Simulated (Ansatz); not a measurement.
Geometry optimisation in Ansatz: input, command and trajectory.

```yaml
crystal:
  lattice:
    - [4.556653617, 0.0, 0.0]
    - [0.0, 4.556653617, 0.0]
    - [0.0, 0.0, 3.1486657598]
  atoms:
    - { symbol: Mg, position: [0.5, 0.5, 0.5] }
    - { symbol: Mg, position: [0.0, 0.0, 0.0] }
    - { symbol: F, position: [0.6963745056, 0.6963745056, 0.0] }
    - { symbol: F, position: [0.8036254944, 0.1963745056, 0.5] }
    - { symbol: F, position: [0.3036254944, 0.3036254944, 0.0] }
    - { symbol: F, position: [0.1963745056, 0.8036254944, 0.5] }
basis:
  ecutwfc: 420
kpoints:
  mp_grid: { grid: [6, 6, 8] }
hamiltonian:
  xc: pbe
scf:
  occupations: { method: gaussian, width: 0.02 }
output:
  forces: true
  stress: true
  eigenvalues: true
relax:
  adjacent_minimum: "off"
  f_tol: 0.008
  max_steps: 40
  cell: { stress_tol: 0.015, fix: [a, b, gamma] }
```

```bash
ansatz run input.yaml --threads 1 --pin off --max-ram 2560MiB --backend cpu --events-out ev --progress --plain --runs-dir out
```

Level of theory: DFT PBE, scalar-relativistic, plane waves, PAW in Ansatz 0.2.0.

Of 6 frames 5 are shown, positions in Å and forces in eV/Å; the SCF threshold varies from step to step. Steps run on the plane waves of an earlier cell, with a Pulay correction in the pressure. The basis is chosen afresh for the last frame, the zero of the energies, and at times for earlier ones too; energy and pressure step there, also at an unchanged geometry.

```xyz
6
Lattice="4.5567 0.0000 0.0000 0.0000 4.5567 0.0000 0.0000 0.0000 3.1487" Properties=species:S:1:pos:R:3:forces:R:3 pbc="T T T" step=1 free_energy_over_end_meV_per_atom=0.08 pressure_GPa=4.08
Mg    2.2783    2.2783    1.5743    0.0000    0.0000    0.0000
Mg    0.0000    0.0000    0.0000    0.0000    0.0000    0.0000
F     3.1731    3.1731    0.0000   -0.0182   -0.0182    0.0000
F     3.6618    0.8948    1.5743    0.0182   -0.0182    0.0000
F     1.3835    1.3835    0.0000    0.0182    0.0182    0.0000
F     0.8948    3.6618    1.5743   -0.0182    0.0182    0.0000
6
Lattice="4.5567 0.0000 0.0000 0.0000 4.5567 0.0000 0.0000 0.0000 3.1526" Properties=species:S:1:pos:R:3:forces:R:3 pbc="T T T" step=2 free_energy_over_end_meV_per_atom=0.08 pressure_GPa=3.93
Mg    2.2783    2.2783    1.5763    0.0000    0.0000    0.0000
Mg    0.0000    0.0000    0.0000    0.0000    0.0000    0.0000
F     3.1722    3.1722    0.0000   -0.0088   -0.0088    0.0000
F     3.6628    0.8939    1.5763    0.0088   -0.0088    0.0000
F     1.3844    1.3844    0.0000    0.0088    0.0088    0.0000
F     0.8939    3.6628    1.5763   -0.0088    0.0088    0.0000
6
Lattice="4.5567 0.0000 0.0000 0.0000 4.5567 0.0000 0.0000 0.0000 3.1568" Properties=species:S:1:pos:R:3:forces:R:3 pbc="T T T" step=3 free_energy_over_end_meV_per_atom=0.13 pressure_GPa=3.77
Mg    2.2783    2.2783    1.5784    0.0000    0.0000    0.0000
Mg    0.0000    0.0000    0.0000    0.0000    0.0000    0.0000
F     3.1713    3.1713    0.0000    0.0001    0.0001    0.0000
F     3.6637    0.8930    1.5784   -0.0001    0.0001    0.0000
F     1.3853    1.3853    0.0000   -0.0001   -0.0001    0.0000
F     0.8930    3.6637    1.5784    0.0001   -0.0001    0.0000
6
Lattice="4.5567 0.0000 0.0000 0.0000 4.5567 0.0000 0.0000 0.0000 3.1568" Properties=species:S:1:pos:R:3:forces:R:3 pbc="T T T" step=4 free_energy_over_end_meV_per_atom=0.01 pressure_GPa=3.80
Mg    2.2783    2.2783    1.5784    0.0000    0.0000    0.0000
Mg    0.0000    0.0000    0.0000    0.0000    0.0000    0.0000
F     3.1713    3.1713    0.0000    0.0001    0.0001    0.0000
F     3.6637    0.8930    1.5784   -0.0001    0.0001    0.0000
F     1.3853    1.3853    0.0000   -0.0001   -0.0001    0.0000
F     0.8930    3.6637    1.5784    0.0001   -0.0001    0.0000
6
Lattice="4.5567 0.0000 0.0000 0.0000 4.5567 0.0000 0.0000 0.0000 3.1571" Properties=species:S:1:pos:R:3:forces:R:3 pbc="T T T" step=6 free_energy_over_end_meV_per_atom=0.00 pressure_GPa=3.78
Mg    2.2783    2.2783    1.5786    0.0000    0.0000    0.0000
Mg    0.0000    0.0000    0.0000    0.0000    0.0000    0.0000
F     3.1713    3.1713    0.0000    0.0001    0.0001    0.0000
F     3.6637    0.8930    1.5786   -0.0001    0.0001    0.0000
F     1.3853    1.3853    0.0000   -0.0001   -0.0001    0.0000
F     0.8930    3.6637    1.5786    0.0001   -0.0001    0.0000
```

It took 13 s on 1 thread of Intel(R) Xeon(R) 6975P-C (Granite Rapids), on a shared host, peak memory 0.42 GiB.